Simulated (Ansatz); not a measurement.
**MgO (Fm-3m) under several functionals**

**What was measured.**

From “Study on Pyrolysis Characteristics of Phosphate Tailings under H2O Atmosphere”, 2024, pmc:11084758, for a powder of MgO: lattice constant a 4.21322 ± 0.00005 Å.

Plane-wave DFT in Ansatz with scalar-relativistic PAW potentials. The same structure was relaxed (cell and atoms, symmetry kept) in separate runs at each level. No spin polarisation.

| level | cutoff (eV) | k mesh | V (Å³/atom) | a (Å) | gap (eV) |
| --- | --- | --- | --- | --- | --- |
| r2SCAN | 500 | 10×10×10 | 9.289 | 4.204 | 5.69 |
| PBE+D3(BJ) | 420 | 10×10×10 | 9.312 | 4.208 | 4.77 |
| PBEsol | 420 | 10×10×10 | 9.355 | 4.214 | 4.62 |
| PBE | 420 | 10×10×10 | 9.622 | 4.254 | 4.46 |

**Question.** Where does LDA (420 eV, k mesh 10×10×10) fall?

**Answer.** V (Å³/atom) 8.994, a (Å) 4.159, gap (eV) 5.03. Its volume is the smallest of the set. The usual order of volumes, LDA < PBEsol < PBE, holds here (8.994, 9.355, 9.622 Å³/atom). As a rule LDA overbinds; PBEsol, built on the gradient expansion of slowly varying densities, lies between LDA and PBE; PBE's stronger gradient term for exchange weakens bonds. Adding D3 to PBE changes the volume by -3.2 %; the term is attractive, so it pulls cells in. In ionic crystals its C6 for cations, set by coordination number and not by charge, is often too large, so it can pull in too far. r2SCAN lies 3.5 % under PBE in volume. Each gap belongs to its own cell, so it mixes the functional's effect with that of the volume; gaps are the least found on the k mesh or on a band path.

For PBE: A measured lattice constant a of MgO is 4.21322 Å (powder; “Study on Pyrolysis Characteristics of Phosphate Tailings under H2O Atmosphere”, 2024, pmc:11084758); the calculated 4.254 Å misses it by +1.0 %. 4 values of this kind are on record (4.2118 to 4.21322 Å); this one was drawn at random among those near their median, those with a stated uncertainty first. The calculations are for 0 K without zero-point motion.